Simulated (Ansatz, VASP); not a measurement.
CdTe: VASP beside Ansatz

The input POSCAR:

```
CdTe
1.0
    0.0000000000      3.0443556749      3.0443556749
    3.0443556749      0.0000000000      3.0443556749
    3.0443556749      3.0443556749      0.0000000000
Cd Te
1 1
Direct
    0.0000000000      0.0000000000      0.0000000000
    0.5000000000      0.5000000000      0.5000000000
```

Contents of INCAR.step1:

```
PREC = Accurate
ENCUT = 520
ISMEAR = -1
SIGMA = 0.02
LREAL = False
LASPH = True
NELM = 100
NBANDS = 16
GGA = PE
ALGO = Normal
EDIFF = 1E-4
LWAVE = True
LCHARG = False
```

File INCAR.step2:

```
PREC = Accurate
ENCUT = 520
EDIFF = 1E-7
ISMEAR = -1
SIGMA = 0.02
LREAL = False
LASPH = True
NELM = 100
ALGO = Normal
ISIF = 2
LWAVE = False
LCHARG = False
METAGGA = R2SCAN
LMIXTAU = True
NBANDS = 16
ISTART = 1
```

The input KPOINTS:

```
regular mesh
0
Gamma
  6 6 6
```

Input for Ansatz:

```yaml
crystal:
  lattice:
    - [0.0, 3.0443556749, 3.0443556749]
    - [3.0443556749, 0.0, 3.0443556749]
    - [3.0443556749, 3.0443556749, 0.0]
  atoms:
    - { symbol: Cd, position: [0.0, 0.0, 0.0] }
    - { symbol: Te, position: [0.5, 0.5, 0.5] }
kpoints:
  mp_grid: { grid: [6, 6, 6] }
hamiltonian:
  xc: r2scan
scf:
  occupations: { method: fermi_dirac, width: 0.02 }
  n_extra_bands: 4
output:
  forces: true
  stress: true
  eigenvalues: true
```

The cell was built by a generator and needn't be a form met in nature.

Alike in both runs: task single point; functional r2SCAN; k mesh 6 × 6 × 6; occupations fermi-dirac, width 0.02 eV; no spin polarisation.

|  | VASP | Ansatz |
| --- | --- | --- |
| version | VASP 6.6.1 | Ansatz 0.2.0 |
| potentials or method | VASP PAW PBE potentials, release 64 (Cd, Te) | plane waves, PAW |
| plane-wave cutoff (eV) | 520 | 500 |
| valence electrons in the cell | 18 | 36 |

```csv
,VASP,Ansatz,Ansatz less VASP
pressure (GPa),0.2,0.0,-0.20
```

The functional is the same, so the differences come from potentials, cutoffs and numerics. The two sets of potentials don't hold the same shells in valence.

Caveats: the PAW data sets were made with another functional, which shifts forces and pressure a little (VASP). The runs have no spin-orbit coupling, so splittings on Te are missing.
